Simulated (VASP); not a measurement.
Crystal: Au.

```
CELL_PARAMETERS angstrom
0.00000 -2.04550 -2.04550
-2.04550 0.00000 -2.04550
2.04550 2.04550 -4.09100
ATOMIC_POSITIONS crystal
Au 0.52452 0.49405 0.48640
Au 0.97548 0.00595 0.01360
```

The cell isn't the ideal one: a zone-boundary wave of random shape, sigma 0.05 Å.

```yaml
Program: VASP 6.6.1
Task: relaxation of cell and atoms
Functional: PBE
Potentials_or_basis: VASP PAW PBE potentials, release 64 (Au)
Cutoff: 600 eV
k_mesh: 11 × 11 × 6
Occupations: methfessel-paxton, width 0.1 eV
Spin: no spin polarisation
```

At the start: pressure 9.4 GPa; volume 17.12 Å³/atom.

Problem. Where does the relaxation end?

Solution. Over 20 steps the energy falls by 59.8 meV/atom and the volume is 17.96 Å³/atom (+4.9 %); space group C2/m (No. 12, to 0.05 Å).

The path:
```csv
step,energy change (eV),largest force (eV/Å),pressure (GPa),volume (Å³)
1,0.0000,1.1921,9.42,34.23
2,0.0060,0.0546,-9.88,39.46
3,-0.0943,0.4380,-1.96,36.58
4,-0.0943,0.4515,-1.72,36.52
5,-0.1137,0.1904,-0.08,35.98
6,-0.1157,0.0863,0.79,35.74
7,-0.1167,0.0632,-0.56,36.09
8,-0.1168,0.0596,-0.22,36.00
9,-0.1174,0.0579,-0.10,35.96
10,-0.1180,0.0746,0.29,35.86
11,-0.1184,0.0668,0.07,35.91
12,-0.1187,0.0515,-0.38,36.02
13,-0.1192,0.0315,-0.14,35.96
14,-0.1194,0.0069,0.25,35.85
15,-0.1195,0.0141,-0.01,35.92
16,-0.1195,0.0149,-0.03,35.92
17,-0.1195,0.0160,-0.05,35.93
18,-0.1195,0.0151,-0.03,35.93
19,-0.1195,0.0149,-0.03,35.92
20,-0.1196,0.0090,0.00,35.92
```

Final structure:
```
CELL_PARAMETERS angstrom
0.00836 -2.05233 -2.09328
-2.05705 0.00555 -2.09040
2.10021 2.08673 -4.23042
ATOMIC_POSITIONS crystal
Au 0.50026 0.49998 0.49985
Au 0.99974 0.00001 0.00015
```
